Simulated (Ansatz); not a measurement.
## Molecular dynamics of TiO$_{2}$

input.yaml

```yaml
crystal:
  lattice:
    - [-4.558243, 4.558243, 1.977572]
    - [4.558243, -4.558243, 1.977572]
    - [4.558243, 4.558243, -1.977572]
  atoms:
    - { symbol: Ti, position: [0.2922817, 0.0028553, 0.295137] }
    - { symbol: Ti, position: [0.0028553, 0.7077183, 0.7105735] }
    - { symbol: Ti, position: [0.9971448, 0.2922817, 0.2894265] }
    - { symbol: Ti, position: [0.7077183, 0.9971448, 0.7048631] }
    - { symbol: O, position: [0.4988638, 0.1507847, 0.6496485] }
    - { symbol: O, position: [0.161662, 0.8403974, 0.0020594] }
    - { symbol: O, position: [0.1507847, 0.5011362, 0.6519209] }
    - { symbol: O, position: [0.1596026, 0.161662, 0.3212646] }
    - { symbol: O, position: [0.8403974, 0.838338, 0.6787354] }
    - { symbol: O, position: [0.8492153, 0.4988638, 0.3480791] }
    - { symbol: O, position: [0.838338, 0.1596026, 0.9979406] }
    - { symbol: O, position: [0.5011362, 0.8492153, 0.3503515] }
basis:
  ecutwfc: 420.0
kpoints:
  mp_grid: { grid: [3, 3, 2] }
hamiltonian:
  xc: pbe
  pseudopotentials: { kind: paw, azcp: { folder: soft_1 } }
scf:
  occupations: { method: fermi_dirac, width: 0.24 }
  lower_state_search: "off"
md:
  timestep: 0.75
  n_steps: 80
  ensemble: nvt_langevin
  temperature: 2800.0
  initial_velocities: maxwell_boltzmann
  seed: 350146
  friction: 0.02
```

Launched with:

```bash
$ ansatz run input.yaml --threads 1 --pin off --max-ram 3072MiB --backend cpu --events-out ev --progress --plain --runs-dir out
```

It starts from an unrelaxed structure (largest force component 1.02 eV/Å).

Output, in part (step lines):

```
md step     0: t =     0.00 fs  T =  2566.7 K  F+E_penalty+E_count = -14553.40664243 eV  E_kin = 3.981208 eV  (15 SCF iters)
md step     1: t =     0.75 fs  T =  2486.2 K  F+E_penalty+E_count = -14553.42037677 eV  E_kin = 3.856327 eV  (11 SCF iters)
md step     2: t =     1.50 fs  T =  2335.9 K  F+E_penalty+E_count = -14553.42253386 eV  E_kin = 3.623290 eV  (11 SCF iters)
md step     3: t =     2.25 fs  T =  2448.7 K  F+E_penalty+E_count = -14553.41495232 eV  E_kin = 3.798262 eV  (11 SCF iters)
md step     4: t =     3.00 fs  T =  2363.1 K  F+E_penalty+E_count = -14553.39252291 eV  E_kin = 3.665435 eV  (11 SCF iters)
md step     5: t =     3.75 fs  T =  2488.0 K  F+E_penalty+E_count = -14553.35416952 eV  E_kin = 3.859156 eV  (8 SCF iters)
md step     6: t =     4.50 fs  T =  2462.5 K  F+E_penalty+E_count = -14553.30149973 eV  E_kin = 3.819691 eV  (8 SCF iters)
md step     7: t =     5.25 fs  T =  2401.7 K  F+E_penalty+E_count = -14553.23417875 eV  E_kin = 3.725273 eV  (8 SCF iters)
md step     8: t =     6.00 fs  T =  2733.0 K  F+E_penalty+E_count = -14553.15140842 eV  E_kin = 4.239259 eV  (8 SCF iters)
md step     9: t =     6.75 fs  T =  2580.6 K  F+E_penalty+E_count = -14553.05128350 eV  E_kin = 4.002818 eV  (8 SCF iters)
md step    10: t =     7.50 fs  T =  2279.2 K  F+E_penalty+E_count = -14552.94135097 eV  E_kin = 3.535276 eV  (11 SCF iters)
md step    11: t =     8.25 fs  T =  2157.1 K  F+E_penalty+E_count = -14552.82692039 eV  E_kin = 3.345977 eV  (8 SCF iters)
md step    12: t =     9.00 fs  T =  1994.8 K  F+E_penalty+E_count = -14552.71540737 eV  E_kin = 3.094125 eV  (8 SCF iters)
md step    13: t =     9.75 fs  T =  1864.1 K  F+E_penalty+E_count = -14552.61612929 eV  E_kin = 2.891435 eV  (8 SCF iters)
md step    14: t =    10.50 fs  T =  1779.6 K  F+E_penalty+E_count = -14552.52084211 eV  E_kin = 2.760436 eV  (8 SCF iters)
md step    15: t =    11.25 fs  T =  1427.3 K  F+E_penalty+E_count = -14552.42895372 eV  E_kin = 2.213891 eV  (8 SCF iters)
md step    16: t =    12.00 fs  T =  1469.7 K  F+E_penalty+E_count = -14552.34680556 eV  E_kin = 2.279679 eV  (7 SCF iters)
md step    17: t =    12.75 fs  T =  1526.1 K  F+E_penalty+E_count = -14552.26384512 eV  E_kin = 2.367121 eV  (8 SCF iters)
md step    18: t =    13.50 fs  T =  1684.6 K  F+E_penalty+E_count = -14552.17199390 eV  E_kin = 2.613051 eV  (8 SCF iters)
md step    19: t =    14.25 fs  T =  1529.2 K  F+E_penalty+E_count = -14552.07844103 eV  E_kin = 2.371962 eV  (7 SCF iters)
md step    20: t =    15.00 fs  T =  1420.4 K  F+E_penalty+E_count = -14551.98970364 eV  E_kin = 2.203221 eV  (11 SCF iters)
md step    21: t =    15.75 fs  T =  1439.3 K  F+E_penalty+E_count = -14551.90644443 eV  E_kin = 2.232462 eV  (8 SCF iters)
md step    22: t =    16.50 fs  T =  1437.9 K  F+E_penalty+E_count = -14551.82579896 eV  E_kin = 2.230282 eV  (8 SCF iters)
md step    23: t =    17.25 fs  T =  1397.7 K  F+E_penalty+E_count = -14551.75195330 eV  E_kin = 2.168020 eV  (8 SCF iters)
md step    24: t =    18.00 fs  T =  1316.9 K  F+E_penalty+E_count = -14551.69172109 eV  E_kin = 2.042632 eV  (8 SCF iters)
md step    25: t =    18.75 fs  T =  1385.9 K  F+E_penalty+E_count = -14551.63637096 eV  E_kin = 2.149763 eV  (8 SCF iters)
md step    26: t =    19.50 fs  T =  1291.7 K  F+E_penalty+E_count = -14551.57781911 eV  E_kin = 2.003617 eV  (8 SCF iters)
md step    27: t =    20.25 fs  T =  1263.5 K  F+E_penalty+E_count = -14551.51853318 eV  E_kin = 1.959862 eV  (7 SCF iters)
md step    28: t =    21.00 fs  T =  1605.4 K  F+E_penalty+E_count = -14551.46241680 eV  E_kin = 2.490120 eV  (8 SCF iters)
md step    29: t =    21.75 fs  T =  1732.8 K  F+E_penalty+E_count = -14551.41218304 eV  E_kin = 2.687747 eV  (8 SCF iters)
md step    30: t =    22.50 fs  T =  1695.0 K  F+E_penalty+E_count = -14551.36454712 eV  E_kin = 2.629112 eV  (11 SCF iters)
md step    31: t =    23.25 fs  T =  1518.8 K  F+E_penalty+E_count = -14551.32759994 eV  E_kin = 2.355918 eV  (7 SCF iters)
md step    32: t =    24.00 fs  T =  1385.5 K  F+E_penalty+E_count = -14551.30569089 eV  E_kin = 2.149143 eV  (8 SCF iters)
md step    33: t =    24.75 fs  T =  1432.4 K  F+E_penalty+E_count = -14551.28267329 eV  E_kin = 2.221892 eV  (8 SCF iters)
md step    34: t =    25.50 fs  T =  1427.6 K  F+E_penalty+E_count = -14551.25199882 eV  E_kin = 2.214415 eV  (8 SCF iters)
md step    35: t =    26.25 fs  T =  1349.7 K  F+E_penalty+E_count = -14551.21280070 eV  E_kin = 2.093486 eV  (8 SCF iters)
md step    36: t =    27.00 fs  T =  1450.4 K  F+E_penalty+E_count = -14551.17352117 eV  E_kin = 2.249778 eV  (8 SCF iters)
md step    37: t =    27.75 fs  T =  1365.1 K  F+E_penalty+E_count = -14551.15291347 eV  E_kin = 2.117417 eV  (8 SCF iters)
md step    38: t =    28.50 fs  T =  1356.6 K  F+E_penalty+E_count = -14551.16103370 eV  E_kin = 2.104180 eV  (8 SCF iters)
md step    39: t =    29.25 fs  T =  1607.9 K  F+E_penalty+E_count = -14551.19088153 eV  E_kin = 2.494060 eV  (7 SCF iters)
md step    40: t =    30.00 fs  T =  1516.5 K  F+E_penalty+E_count = -14551.22892265 eV  E_kin = 2.352298 eV  (10 SCF iters)
md step    41: t =    30.75 fs  T =  1657.3 K  F+E_penalty+E_count = -14551.27433059 eV  E_kin = 2.570603 eV  (9 SCF iters)
md step    42: t =    31.50 fs  T =  1665.1 K  F+E_penalty+E_count = -14551.33632864 eV  E_kin = 2.582738 eV  (8 SCF iters)
md step    43: t =    32.25 fs  T =  1480.8 K  F+E_penalty+E_count = -14551.41234030 eV  E_kin = 2.296857 eV  (8 SCF iters)
md step    44: t =    33.00 fs  T =  1751.5 K  F+E_penalty+E_count = -14551.49992621 eV  E_kin = 2.716736 eV  (8 SCF iters)
md step    45: t =    33.75 fs  T =  1739.6 K  F+E_penalty+E_count = -14551.59996281 eV  E_kin = 2.698284 eV  (8 SCF iters)
md step    46: t =    34.50 fs  T =  1857.2 K  F+E_penalty+E_count = -14551.70069048 eV  E_kin = 2.880738 eV  (8 SCF iters)
md step    47: t =    35.25 fs  T =  1883.8 K  F+E_penalty+E_count = -14551.78373199 eV  E_kin = 2.921989 eV  (8 SCF iters)
md step    48: t =    36.00 fs  T =  2064.9 K  F+E_penalty+E_count = -14551.84580552 eV  E_kin = 3.202882 eV  (7 SCF iters)
md step    49: t =    36.75 fs  T =  2194.1 K  F+E_penalty+E_count = -14551.89784176 eV  E_kin = 3.403301 eV  (7 SCF iters)
md step    50: t =    37.50 fs  T =  2416.1 K  F+E_penalty+E_count = -14551.93815565 eV  E_kin = 3.747594 eV  (11 SCF iters)
md step    51: t =    38.25 fs  T =  2260.8 K  F+E_penalty+E_count = -14551.96312776 eV  E_kin = 3.506758 eV  (8 SCF iters)
md step    52: t =    39.00 fs  T =  2197.9 K  F+E_penalty+E_count = -14551.97637317 eV  E_kin = 3.409263 eV  (7 SCF iters)
md step    53: t =    39.75 fs  T =  2290.6 K  F+E_penalty+E_count = -14551.97055638 eV  E_kin = 3.552955 eV  (8 SCF iters)
md step    54: t =    40.50 fs  T =  2263.6 K  F+E_penalty+E_count = -14551.94563910 eV  E_kin = 3.511094 eV  (8 SCF iters)
md step    55: t =    41.25 fs  T =  2036.0 K  F+E_penalty+E_count = -14551.90877414 eV  E_kin = 3.158012 eV  (7 SCF iters)
md step    56: t =    42.00 fs  T =  2013.9 K  F+E_penalty+E_count = -14551.85896407 eV  E_kin = 3.123876 eV  (8 SCF iters)
md step    57: t =    42.75 fs  T =  1878.8 K  F+E_penalty+E_count = -14551.79483641 eV  E_kin = 2.914252 eV  (8 SCF iters)
md step    58: t =    43.50 fs  T =  1783.0 K  F+E_penalty+E_count = -14551.72762130 eV  E_kin = 2.765592 eV  (8 SCF iters)
md step    59: t =    44.25 fs  T =  1688.4 K  F+E_penalty+E_count = -14551.66169142 eV  E_kin = 2.618878 eV  (8 SCF iters)
md step    60: t =    45.00 fs  T =  1781.4 K  F+E_penalty+E_count = -14551.59196028 eV  E_kin = 2.763137 eV  (10 SCF iters)
md step    61: t =    45.75 fs  T =  1751.8 K  F+E_penalty+E_count = -14551.51518011 eV  E_kin = 2.717182 eV  (8 SCF iters)
md step    62: t =    46.50 fs  T =  1642.6 K  F+E_penalty+E_count = -14551.43540783 eV  E_kin = 2.547846 eV  (8 SCF iters)
md step    63: t =    47.25 fs  T =  1543.3 K  F+E_penalty+E_count = -14551.36403826 eV  E_kin = 2.393785 eV  (8 SCF iters)
md step    64: t =    48.00 fs  T =  1620.7 K  F+E_penalty+E_count = -14551.29618408 eV  E_kin = 2.513870 eV  (8 SCF iters)
md step    65: t =    48.75 fs  T =  1643.9 K  F+E_penalty+E_count = -14551.22676540 eV  E_kin = 2.549890 eV  (8 SCF iters)
md step    66: t =    49.50 fs  T =  1666.5 K  F+E_penalty+E_count = -14551.16369252 eV  E_kin = 2.584974 eV  (8 SCF iters)
md step    67: t =    50.25 fs  T =  1700.9 K  F+E_penalty+E_count = -14551.11021512 eV  E_kin = 2.638232 eV  (8 SCF iters)
md step    68: t =    51.00 fs  T =  1499.0 K  F+E_penalty+E_count = -14551.08365923 eV  E_kin = 2.325169 eV  (9 SCF iters)
md step    69: t =    51.75 fs  T =  1586.5 K  F+E_penalty+E_count = -14551.08638114 eV  E_kin = 2.460805 eV  (7 SCF iters)
md step    70: t =    52.50 fs  T =  1656.1 K  F+E_penalty+E_count = -14551.10766581 eV  E_kin = 2.568831 eV  (10 SCF iters)
md step    71: t =    53.25 fs  T =  1643.6 K  F+E_penalty+E_count = -14551.15150205 eV  E_kin = 2.549373 eV  (8 SCF iters)
md step    72: t =    54.00 fs  T =  1616.4 K  F+E_penalty+E_count = -14551.19704597 eV  E_kin = 2.507293 eV  (8 SCF iters)
md step    73: t =    54.75 fs  T =  1762.5 K  F+E_penalty+E_count = -14551.23543344 eV  E_kin = 2.733832 eV  (8 SCF iters)
md step    74: t =    55.50 fs  T =  1900.3 K  F+E_penalty+E_count = -14551.27195376 eV  E_kin = 2.947596 eV  (8 SCF iters)
md step    75: t =    56.25 fs  T =  1896.7 K  F+E_penalty+E_count = -14551.29969089 eV  E_kin = 2.942051 eV  (8 SCF iters)
md step    76: t =    57.00 fs  T =  1843.6 K  F+E_penalty+E_count = -14551.30983742 eV  E_kin = 2.859598 eV  (8 SCF iters)
md step    77: t =    57.75 fs  T =  2009.3 K  F+E_penalty+E_count = -14551.30582154 eV  E_kin = 3.116673 eV  (8 SCF iters)
md step    78: t =    58.50 fs  T =  1810.0 K  F+E_penalty+E_count = -14551.29510294 eV  E_kin = 2.807465 eV  (8 SCF iters)
md step    79: t =    59.25 fs  T =  1827.7 K  F+E_penalty+E_count = -14551.27795954 eV  E_kin = 2.835004 eV  (8 SCF iters)
md step    80: t =    60.00 fs  T =  1823.2 K  F+E_penalty+E_count = -14551.26023944 eV  E_kin = 2.828033 eV  (11 SCF iters)
```

The run went to its last step. The mean temperature of the second half is 35 % below the set value. A run of 0.06 ps of so small a system gives no equilibrium averages. Limits of this set-up: coarse k mesh.

Mean squared displacements from the first frame to the last, about the centre of mass: Ti 0.10 Å², O 0.11 Å².

Last frame:

```xyz
12
Lattice="-4.5582 4.5582 1.9776 4.5582 -4.5582 1.9776 4.5582 4.5582 -1.9776" Properties=species:S:1:pos:R:3
Ti -0.130 2.460 0.082
Ti 6.595 -0.182 0.290
Ti -1.803 4.763 1.687
Ti 4.659 2.062 1.913
O 1.831 4.304 0.184
O 3.233 -3.369 2.055
O 4.414 1.490 -0.127
O 1.414 1.551 -0.424
O 3.260 3.092 1.943
O -0.086 3.179 2.290
O 1.717 7.545 0.044
O 3.117 0.129 1.728
```

Run time: 14 min on 1 thread of Arm Neoverse V2, with other jobs on the host, peak memory 0.47 GiB.
